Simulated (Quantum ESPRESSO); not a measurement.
A run of Quantum ESPRESSO 7.5 is set up as follows.

File pw.in:

```
&CONTROL
  calculation = 'scf'
  prefix = 'pwscf'
  outdir = './tmp'
  pseudo_dir = './pseudo'
  tprnfor = .true.
  tstress = .true.
  disk_io = 'low'
  verbosity = 'high'
/
&SYSTEM
  ibrav = 0
  A = 3.20359
  nat = 2
  ntyp = 2
  ecutwfc = 45
  ecutrho = 360
  nbnd = 15
  occupations = 'smearing'
  smearing = 'mv'
  degauss = 0.01999163
/
&ELECTRONS
  conv_thr = 4d-10
  electron_maxstep = 120
  mixing_beta = 0.7
/
ATOMIC_SPECIES
Ti    47.8670 ti_lda_v1.4.uspp.F.UPF
Se    78.9710 se_lda_v1.uspp.F.UPF
CELL_PARAMETERS alat
   1.0000000000    0.0000000000    0.0000000000
   0.0000000000    1.0000000000    0.0000000000
   0.0000000000    0.0000000000    1.0000000000
ATOMIC_POSITIONS alat
Ti     0.0000000000    0.0000000000    0.0000000000
Se     0.5000000000    0.5000000000    0.5000000000
K_POINTS automatic
10 10 10 0 0 0
```

Contents of scf2.in:

```
&CONTROL
  calculation = 'scf'
  prefix = 'pwscf'
  outdir = './tmp'
  pseudo_dir = './pseudo'
  tprnfor = .true.
  tstress = .true.
  disk_io = 'low'
  verbosity = 'high'
/
&SYSTEM
  ibrav = 0
  A = 3.20359
  nat = 2
  ntyp = 2
  ecutwfc = 45
  ecutrho = 360
  nbnd = 15
  occupations = 'smearing'
  smearing = 'mv'
  degauss = 0.01999163
/
&ELECTRONS
  conv_thr = 1d-11
  electron_maxstep = 120
  mixing_beta = 0.7
  startingpot = 'file'
  startingwfc = 'file'
/
ATOMIC_SPECIES
Ti    47.8670 ti_lda_v1.4.uspp.F.UPF
Se    78.9710 se_lda_v1.uspp.F.UPF
CELL_PARAMETERS alat
   1.0000000000    0.0000000000    0.0000000000
   0.0000000000    1.0000000000    0.0000000000
   0.0000000000    0.0000000000    1.0000000000
ATOMIC_POSITIONS alat
Ti     0.0000000000    0.0000000000    0.0000000000
Se     0.5000000000    0.5000000000    0.5000000000
K_POINTS automatic
10 10 10 0 0 0
```

File eels.in:

```
&LR_INPUT
  prefix = 'pwscf'
  outdir = './tmp'
  restart_step = 5000
  restart = .false.
/
&LR_CONTROL
  calculator = 'lanczos'
  approximation = 'RPA_with_CLFE'
  q1 = 0
  q2 = 0
  q3 = 0.5098671841
  itermax = 400
/
```

spectrum.in

```
&LR_INPUT
  prefix = 'pwscf'
  outdir = './tmp'
  eels = .true.
  itermax0 = 400
  itermax = 20000
  extrapolation = 'osc'
  epsil = 0.02
  units = 1
  start = 0
  end = 40
  increment = 0.2
/
```

The input spectrum_short.in:

```
&LR_INPUT
  prefix = 'pwscf'
  outdir = './tmp'
  eels = .true.
  itermax0 = 266
  itermax = 20000
  extrapolation = 'osc'
  epsil = 0.02
  units = 1
  start = 0
  end = 40
  increment = 0.2
/
```

Potentials or basis: GBRV 1.5 LDA.

The run is started by

```console
$ OMP_NUM_THREADS=1 pw.x -in pw.in > pw.out
$ OMP_NUM_THREADS=1 pw.x -in scf2.in > scf2.out
$ OMP_NUM_THREADS=1 turbo_eels.x -in eels.in > eels.out
$ OMP_NUM_THREADS=1 turbo_spectrum.x -in spectrum.in > spectrum.out
$ OMP_NUM_THREADS=1 turbo_spectrum.x -in spectrum_short.in > spectrum_short.out
```

Question: What does it give for the peak of the energy-loss function?

Answer: 25.0 eV.

Question: Predict the pressure.

Answer: -8.7 GPa.

Question: Predict the band gap on the k mesh.

Answer: None (metal or under the smearing width).

Energy-loss function at q = [0.0, 0.0, 1.0] (Å⁻¹, cartesian):
| energy (eV) | loss |
| --- | --- |
| 0.0 | 0.000 |
| 1.8 | 0.006 |
| 3.4 | 0.059 |
| 5.2 | 0.087 |
| 7.0 | 0.163 |
| 8.6 | 0.294 |
| 10.4 | 0.323 |
| 12.2 | 0.317 |
| 13.8 | 0.359 |
| 15.6 | 0.456 |
| 17.4 | 0.602 |
| 19.0 | 0.703 |
| 20.8 | 0.882 |
| 22.4 | 1.190 |
| 24.2 | 1.520 |
| 26.0 | 1.491 |
| 27.6 | 1.196 |
| 29.4 | 1.065 |
| 31.2 | 0.763 |
| 32.8 | 0.474 |
| 34.6 | 0.344 |
| 36.4 | 0.275 |
| 38.0 | 0.250 |
| 39.8 | 0.303 |
